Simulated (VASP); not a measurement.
# ZnS (F-43m) in VASP: notebook

Aim: see how the results for ZnS move with the level of theory and the settings. Levels: PBE, RPBE. Tasks: relaxation of cell and atoms, single point.

Program: VASP 6.6.1. These are calculated values, not measurements. Logs are shortened: lines on timing, memory, paths and dates and some standing lists are left out, and cuts for length are marked.

**The experiment to reproduce.**

From “Electronic, vibrational, and thermodynamic properties of ZnS (zincblende and rocksalt structure)”, 2009, arxiv:0911.5022, for a bulk crystal of ZnS at 19 K: band gap 3.85 eV (direct).

The runs below are set against these values where they give the same quantity.

## 1. Starting point

Symmetry: F-43m, No. 216, cubic system. The conventional cell has a = 5.404 Å, b = 5.404 Å, c = 5.404 Å, α = 90.00°, β = 90.00°, γ = 90.00°. Around Zn (site symmetry -43m) lie 4 S at 2.34 Å. S (site symmetry -43m) has 4 Zn at 2.34 Å as nearest neighbours.

## 2. Relaxation of cell and atoms, PBE

Input file INCAR:

```
SYSTEM = ZnS
ALGO     = Normal         ! electronic algorithm
EDIFF    = 1E-6           ! SCF threshold, eV
EDIFFG   = -0.02          ! ionic threshold
ENCUT    = 980            ! plane-wave cutoff, eV
GGA      = PE             ! functional
IBRION   = 2              ! ionic algorithm
ISIF     = 3              ! what is computed and relaxed
ISMEAR   = -1             ! smearing method
LASPH    = .TRUE.         ! aspherical terms in the spheres
LCHARG   = .FALSE.        ! write CHGCAR
LREAL    = .FALSE.        ! projectors in reciprocal space
LWAVE    = .FALSE.        ! write WAVECAR
NELM     = 100            ! most SCF steps
NSW      = 60             ! ionic steps
PREC     = Accurate       ! precision mode
SIGMA    = 0.05           ! smearing width, eV
```

Input file KPOINTS:

```
k-points
0
G
  9 9 9
  0 0 0
```

Input file POSCAR:

```
ZnS
1.0
    0.0000000000      2.7020000000      2.7020000000
    2.7020000000      0.0000000000      2.7020000000
    2.7020000000      2.7020000000      0.0000000000
Zn S
1 1
Direct
    0.7500000000      0.7500000000      0.7500000000
    0.0000000000      0.0000000000      0.0000000000
```

Potentials or basis: VASP PAW PBE potentials, release 64 (Zn, S_h).

On the command line:

```bash
> cat potpaw_PBE.64/Zn/POTCAR potpaw_PBE.64/S_h/POTCAR > POTCAR
> mpirun -np 1 vasp_std > vasp.out
```

OUTCAR:

```text
SYSTEM = ZnS
   EDIFF = 1E-6
   EDIFFG = -0.02
   ENCUT = 980
   GGA = PE
   IBRION = 2
   ISIF = 3
   ISMEAR = -1
   LASPH = .TRUE.
   LREAL = .FALSE.
   NELM = 100
   NSW = 60
   PREC = Accurate

 ion  position               nearest neighbor table
   1  0.750  0.750  0.750-   2 2.34   2 2.34   2 2.34   2 2.34
   2  0.000  0.000  0.000-   1 2.34   1 2.34   1 2.34   1 2.34

  LATTYP: Found a face centered cubic cell.
 ALAT       =     5.4040000000

  Lattice vectors:

 A1 = (   0.0000000000,   2.7020000000,   2.7020000000)
 A2 = (   2.7020000000,   0.0000000000,   2.7020000000)
 A3 = (   2.7020000000,   2.7020000000,   0.0000000000)

Analysis of symmetry for initial positions (statically):
=====================================================================
 Subroutine PRICEL returns:
 Original cell was already a primitive cell.

 Routine SETGRP: Setting up the symmetry group for a
 face centered cubic supercell.

 Subroutine GETGRP returns: Found 24 space group operations
 (whereof 24 operations were pure point group operations)
 out of a pool of 48 trial point group operations.

The static configuration has the point symmetry T_d .

Analysis of symmetry for dynamics (positions and initial velocities):
=====================================================================
 Subroutine PRICEL returns:
 Original cell was already a primitive cell.

 Routine SETGRP: Setting up the symmetry group for a
 face centered cubic supercell.

 Subroutine GETGRP returns: Found 24 space group operations
 (whereof 24 operations were pure point group operations)
 out of a pool of 48 trial point group operations.

The dynamic configuration has the point symmetry T_d .

 Subroutine INISYM returns: Found 24 space group operations
 (whereof 24 operations are pure point group operations),
 and found     1 'primitive' translations

----------------------------------------------------------------------------------------

                                     Primitive cell

  volume of cell :      39.4535

  direct lattice vectors                    reciprocal lattice vectors
     0.000000000  2.702000000  2.702000000    -0.185048113  0.185048113  0.185048113
     2.702000000  0.000000000  2.702000000     0.185048113 -0.185048113  0.185048113
     2.702000000  2.702000000  0.000000000     0.185048113  0.185048113 -0.185048113

  length of vectors
     3.821205046  3.821205046  3.821205046     0.320512733  0.320512733  0.320512733

  position of ions in fractional coordinates (direct lattice)
     0.750000000  0.750000000  0.750000000
     0.000000000  0.000000000  0.000000000

  ion indices of the primitive-cell ions
   primitive index   ion index
                 1           1
                 2           2

----------------------------------------------------------------------------------------

 KPOINTS: k-points

Automatic generation of k-mesh.
 Grid dimensions read from file:
 generate k-points for:    9    9    9

 Generating k-lattice:

  Cartesian coordinates                     Fractional coordinates (reciprocal lattice)
    -0.020560901  0.020560901  0.020560901     0.111111111  0.000000000  0.000000000
     0.020560901 -0.020560901  0.020560901     0.000000000  0.111111111  0.000000000
     0.020560901  0.020560901 -0.020560901     0.000000000  0.000000000  0.111111111

  Length of vectors
     0.035612526  0.035612526  0.035612526

  Shift w.r.t. Gamma in fractional coordinates (k-lattice)
     0.000000000  0.000000000  0.000000000

 Subroutine IBZKPT returns following result:
 ===========================================

 Found     35 irreducible k-points:

 Following reciprocal coordinates:
            Coordinates               Weight
  0.000000  0.000000  0.000000      1.000000
  0.111111  0.000000  0.000000      8.000000
  0.222222  0.000000  0.000000      8.000000
  0.333333  0.000000  0.000000      8.000000
  0.444444  0.000000  0.000000      8.000000
  0.111111  0.111111  0.000000      6.000000
[... 16 lines left out ...]
 -0.333333  0.333333  0.000000     12.000000
  0.444444  0.444444  0.000000      6.000000
 [... further k-points ...]
   k-points           NKPTS =     35   k-points in BZ     NKDIM =     35   number of bands    NBANDS=     13
   number of dos      NEDOS =    301   number of ions     NIONS =      2
   total plane-waves  NPLWV =  64000
   dimension x,y,z NGX =    40 NGY =   40 NGZ =   40
   dimension x,y,z NGXF=    80 NGYF=   80 NGZF=   80
   ions per type =               1   1
   NGX,Y,Z   is equivalent  to a cutoff of  17.40, 17.40, 17.40 a.u.
   NGXF,Y,Z  is equivalent  to a cutoff of  34.80, 34.80, 34.80 a.u.
 SYSTEM =  ZnS
   PREC   = accura    normal or accurate (medium, high low for compatibility)
   ISTART =      0    job   : 0-new  1-cont  2-samecut
   ICHARG =      2    charge: 1-file 2-atom 10-const
   ISPIN  =      1    spin polarized calculation?
   LNONCOLLINEAR =      F non collinear calculations
   LSORBIT =      F    spin-orbit coupling
   LASPH  =      T    aspherical Exc in radial PAW
   ENCUT  =  980.0 eV  72.03 Ry    8.49 a.u.   9.75  9.75  9.75*2*pi/ulx,y,z
   NELM   =    100;   NELMIN=  2; NELMDL= -5     # of ELM steps
   EDIFF  = 0.1E-05   stopping-criterion for ELM
   LREAL  =      F    real-space projection
   EDIFFG = -.2E-01   stopping-criterion for IOM
   NSW    =     60    number of steps for IOM
   IBRION =      2    ionic relax: 0-MD 1-quasi-New 2-CG
   NFREE  =      1    steps in history (QN), initial steepest desc. (CG)
   ISIF   =      3    stress and relaxation
   ISYM   =      2    0-nonsym 1-usesym 2-fastsym
   POTIM  = 0.5000    time-step for ionic-motion
   TEBEG  =    0.0;   TEEND  =   0.0 temperature during run
   PSTRESS=    0.0 pullay stress
   NELECT =      18.0000    total number of electrons
   NUPDOWN=      -1.0000    fix difference up-down
   EMIN   =  10.00;   EMAX   =-10.00  energy-range for DOS
   EFERMI =   0.00;   METHOD = LEGACY
   ISMEAR =    -1;   SIGMA  =   0.05  broadening in eV -4-tet -1-fermi 0-gaus
   EFERMI_NEDOS =   21; number of points for ismear=-14 and -15
   IALGO  =     38    algorithm
   IMIX   =      4    mixing-type and parameters
     AMIX     =   0.40;   BMIX     =  1.00
     AMIX_MAG =   1.60;   BMIX_MAG =  1.00
  volume/ion in A,a.u.               =      19.73       133.12
  Fermi-wavevector in a.u.,A,eV,Ry     =   1.260290  2.381602 21.610537  1.588330
  Thomas-Fermi vector in A             =   2.393807
   LORBIT       =      0    0 simple, 1 ext, 2 COOP (PROOUT), +10 PAW based schemes
   GGA     = PE    functional components
   LHFCALC =     F    Hartree Fock is set to
   AEXX    =    0.0000 exact exchange contribution
   IVDW    =     0    specifies the selected vdW correction
   LEPSILON=     F    determine dielectric tensor
   LRPA    =     F    only Hartree local field effects (RPA)
 conjugate gradient relaxation of ions
 non-spin polarized calculation
  energy-cutoff  :      980.00
  volume of cell :       39.45
 maximum number of plane-waves:      2770
   NGX = 19   NGY = 19   NGZ = 19

--------------------------------------- Ionic step        1  -------------------------------------------

 number of electron      18.0000003 magnetization

 Free energy of the ion-electron system (eV)
  ---------------------------------------------------
  ext. energy  EPLUGINS =         0.00000000
  ---------------------------------------------------
  free energy    TOTEN  =        -6.84475603 eV

  energy without entropy =       -6.84475603  energy(sigma->0) =       -6.84475603

------------------------ aborting loop because EDIFF is reached ----------------------------------------

  FORCE on cell =-STRESS in cart. coord.  units (eV):
  Direction    XX          YY          ZZ          XY          YZ          ZX
  --------------------------------------------------------------------------------------
  -------------------------------------------------------------------------------------
  Total        0.4374022      0.4374022      0.4374022     -0.0000000      0.0000000     -0.0000000
  in kB       17.7625563     17.7625563     17.7625563     -0.0000000      0.0000000     -0.0000000
  external PRESSURE =      17.7625563 kB  Pullay stress =       0.0000000 kB

 VOLUME and BASIS-vectors are now :
 -----------------------------------------------------------------------------
  energy-cutoff  :      980.00
  volume of cell :       39.45
      direct lattice vectors                 reciprocal lattice vectors
     0.000000000  2.702000000  2.702000000    -0.185048113  0.185048113  0.185048113
     2.702000000  0.000000000  2.702000000     0.185048113 -0.185048113  0.185048113
     2.702000000  2.702000000  0.000000000     0.185048113  0.185048113 -0.185048113
[... 37 lines left out ...]
 POSITION                                       TOTAL-FORCE (eV/Angst)
 -----------------------------------------------------------------------------------
      4.09576      4.09576      4.09576        -0.000000      0.000000      0.000000
      2.73051     -0.00000      2.73051         0.000000     -0.000000     -0.000000
 -----------------------------------------------------------------------------------
    total drift:                                0.000000      0.000000      0.000000

  FREE ENERGIE OF THE ION-ELECTRON SYSTEM (eV)
  ---------------------------------------------------
  free  energy   TOTEN  =        -6.8499465750 eV

  energy  without entropy=       -6.8499465749  energy(sigma->0) =       -6.84994657

--------------------------------------- Ionic step        3  -------------------------------------------

 number of electron      18.0000003 magnetization

 Free energy of the ion-electron system (eV)
  ---------------------------------------------------
  ext. energy  EPLUGINS =         0.00000000
  ---------------------------------------------------
  free energy    TOTEN  =        -6.85032169 eV

  energy without entropy =       -6.85032169  energy(sigma->0) =       -6.85032169

 E-fermi :   3.1588     XC(G=0):  -9.5564

 val. band max:        2.1707729494   @ k =   0.0000   0.0000   0.0000
 cond. band min:       4.1756396825   @ k =   0.0000   0.0000   0.0000
 fundamental gap:      2.0048667331
 Fermi energy:         3.1588040165

 k-point     1 :       0.0000    0.0000    0.0000
  band No.  band energies     occupation
      1     -10.7987      2.00000
      2      -4.0725      2.00000
      3      -4.0725      2.00000
      4      -4.0725      2.00000
      5      -3.6035      2.00000
      6      -3.6035      2.00000
      7       2.1708      2.00000
      8       2.1708      2.00000
      9       2.1708      2.00000
     10       4.1756      0.00000
     11       8.5658      0.00000
     12       8.5658      0.00000
     13       8.5658      0.00000

 k-point     2 :       0.1111    0.0000    0.0000
  band No.  band energies     occupation
      1     -10.7099      2.00000
      2      -4.0705      2.00000
      3      -4.0566      2.00000
      4      -4.0566      2.00000
      5      -3.6048      2.00000
      6      -3.6048      2.00000
      7       1.2500      2.00000
      8       2.0576      2.00000
      9       2.0576      2.00000
     10       4.8850      0.00000
     11       8.4618      0.00000
[... 339 lines left out ...]
 k-point    24 :       0.4444    0.4444    0.0000
  band No.  band energies     occupation
      1      -9.6634      2.00000
      2      -4.0809      2.00000
      3      -3.7620      2.00000
      4      -3.7620      2.00000
      5      -3.5353      2.00000
      6      -3.4509      2.00000
      7      -2.1366      2.00000
      8       0.0950      2.00000
      9       0.0950      2.00000
     10       5.6899      0.00000
     11       6.2914      0.00000
     12      12.7222      0.00000
     13      13.5457      0.00000

 [... further k-points ...]

------------------------ aborting loop because EDIFF is reached ----------------------------------------

  FORCE on cell =-STRESS in cart. coord.  units (eV):
  Direction    XX          YY          ZZ          XY          YZ          ZX
  --------------------------------------------------------------------------------------
  -------------------------------------------------------------------------------------
  Total       -0.0145223     -0.0145223     -0.0145223     -0.0000000     -0.0000000      0.0000000
  in kB       -0.5751421     -0.5751421     -0.5751421     -0.0000000     -0.0000000      0.0000000
  external PRESSURE =      -0.5751421 kB  Pullay stress =       0.0000000 kB

 VOLUME and BASIS-vectors are now :
 -----------------------------------------------------------------------------
  energy-cutoff  :      980.00
  volume of cell :       40.45
      direct lattice vectors                 reciprocal lattice vectors
     0.000000000  2.724669625  2.724669625    -0.183508487  0.183508487  0.183508487
     2.724669625 -0.000000000  2.724669625     0.183508487 -0.183508487  0.183508487
     2.724669625  2.724669625 -0.000000000     0.183508487  0.183508487 -0.183508487

 POSITION                                       TOTAL-FORCE (eV/Angst)
 -----------------------------------------------------------------------------------
      4.08700      4.08700      4.08700         0.000000      0.000000      0.000000
      0.00000      0.00000      0.00000        -0.000000     -0.000000     -0.000000
 -----------------------------------------------------------------------------------
    total drift:                                0.000000      0.000000      0.000000

  FREE ENERGIE OF THE ION-ELECTRON SYSTEM (eV)
  ---------------------------------------------------
  free  energy   TOTEN  =        -6.8503216907 eV

  energy  without entropy=       -6.8503216906  energy(sigma->0) =       -6.85032169

 reached required accuracy - stopping structural energy minimisation
```

It took 97 s on 1 thread of Intel Xeon Platinum 8375C at 2.90GHz (Ice Lake), shared host; peak memory 0.26 GiB.

Results:

```yaml
Free_energy: -6.8503 eV
Relaxed_volume: 20.23 Å³/atom
Relaxed_cell: a = 3.853 Å, b = 3.853 Å, c = 3.853 Å, α = 60.00°, β = 60.00°, γ = 60.00°
Space_group_after_relaxing_to_0.05_Å: F-43m (No. 216)
Energy_gained_by_relaxing: 2.8 meV/atom
Ionic_steps: 3
Pressure_after_relaxing: -0.1 GPa
Band_gap_on_the_k_mesh: 2.00 eV, direct
```

Step by step:
```tsv
step	energy change (eV)	largest force (eV/Å)	pressure (GPa)	volume (Å³)
1	0.0000	0.0000	1.78	39.45
2	-0.0052	0.0000	-0.46	40.72
3	-0.0056	0.0000	-0.06	40.45
```

Final structure:
```
Zn S
1.0
     0.00000    2.72467    2.72467
     2.72467    0.00000    2.72467
     2.72467    2.72467    0.00000
Zn S
1 1
Direct
  0.75000 0.75000 0.75000
  0.00000 0.00000 0.00000
```

As with any semilocal functional, this PBE gap is likely too small. PBE usually gives volumes a little too large and moduli too small.

## 3. Relaxation of cell and atoms, PBE

Input file INCAR:

```
SYSTEM = ZnS
ALGO = Normal
EDIFF = 1E-7
EDIFFG = -0.005
ENCUT = 600
GGA = PE
IBRION = 2
ISIF = 3
ISMEAR = -1
LASPH = .True.
LCHARG = .False.
LREAL = .False.
LWAVE = .False.
NELM = 80
NSW = 60
PREC = Accurate
SIGMA = 0.05
```

Input file KPOINTS:

```
k-points
0
Gamma
  9 9 9
  0 0 0
```

POSCAR is that of step 2.

Potentials or basis: VASP PAW PBE potentials, release 54 (Zn, S).

On the command line:

```bash
> cat potpaw_PBE.54/Zn/POTCAR potpaw_PBE.54/S/POTCAR > POTCAR
> mpirun -np 1 vasp_std > vasp.out
```

Wall time 40 s (1 thread of Intel Xeon Platinum 8375C at 2.90GHz (Ice Lake), shared host); peak memory 0.19 GiB.

It converged, with:

| Property | Result |
| --- | --- |
| Free energy | -6.8524 eV |
| Relaxed volume | 20.20 Å³/atom |
| Relaxed cell | a = 3.852 Å, b = 3.852 Å, c = 3.852 Å, α = 60.00°, β = 60.00°, γ = 60.00° |
| Space group after relaxing (to 0.05 Å) | F-43m (No. 216) |
| Energy gained by relaxing | 2.6 meV/atom |
| Ionic steps | 3 |
| Pressure after relaxing | 0.0 GPa |
| Band gap on the k mesh | 2.01 eV, direct |

The path:
```tsv
step	energy change (eV)	largest force (eV/Å)	pressure (GPa)	volume (Å³)
1	0.0000	0.0000	1.76	39.45
2	-0.0046	0.0000	-0.50	40.71
3	-0.0051	0.0000	0.00	40.41
```

Final structure:
```
Zn S
1.0
     0.00000    2.72360    2.72360
     2.72360    0.00000    2.72360
     2.72360    2.72360    0.00000
Zn S
1 1
Direct
  0.75000 0.75000 0.75000
  0.00000 0.00000 0.00000
```

Levels at points of the mesh, in eV from the valence-band top:
```
           k point  band 7  band 8  band 9  band 10  band 11  band 12
(0.00, 0.00, 0.00)    0.00    0.00    0.00     2.01     6.41     6.41
```

(Continued in part 2 of 2.)
